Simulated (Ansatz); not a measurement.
A C vacancy next to O started on a C site in diamond, 63 atoms, charge 0

All numbers come from Ansatz (PAW, plane waves, no spin–orbit coupling) at the single k point (¼, ¼, ¼) without its symmetry partners. The atoms were relaxed with PBEsol in a fixed cell; other functionals are single points on those atoms unless said otherwise. The valence top and gap of the host come from its small cell on a dense mesh, with the band extrema sought between the mesh points, lined up by the mean potential, PBEsol gap 4.03 eV.

Cell: a = 7.108 Å, b = 7.108 Å, c = 7.108 Å, α = 90.00°, β = 90.00°, γ = 90.00°.

Nearest atoms after relaxation, from the placed atom (for vacancies from the middle of the vacant sites): C at 1.55 Å, C at 1.55 Å, C at 1.55 Å, C at 2.45 Å, C at 2.45 Å, C at 2.45 Å, C at 2.50 Å, C at 2.50 Å.

Chemical potentials μ are those of reference phases of the elements at zero temperature by the same functional (the usual solids, diamond for C, grey Sn, and the molecules H2, N2, O2, F2, Cl2, Br2 and S8).

| functional | E(defect) − E(host) − Σ nμ + q·E_VBM (eV) | monopole (eV) | alignment (eV) | formation energy at E_F = VBM (eV) | moment (μB) | wall time, shared host |
| --- | --- | --- | --- | --- | --- | --- |
| PBEsol | 6.34 | 0.00 | 0.00 | 6.34 | 2.0 | 29 s on 7 threads of Neoverse-V2 (relaxation) |

One k point and a cell of this size can leave errors of several tenths of an eV in such numbers.
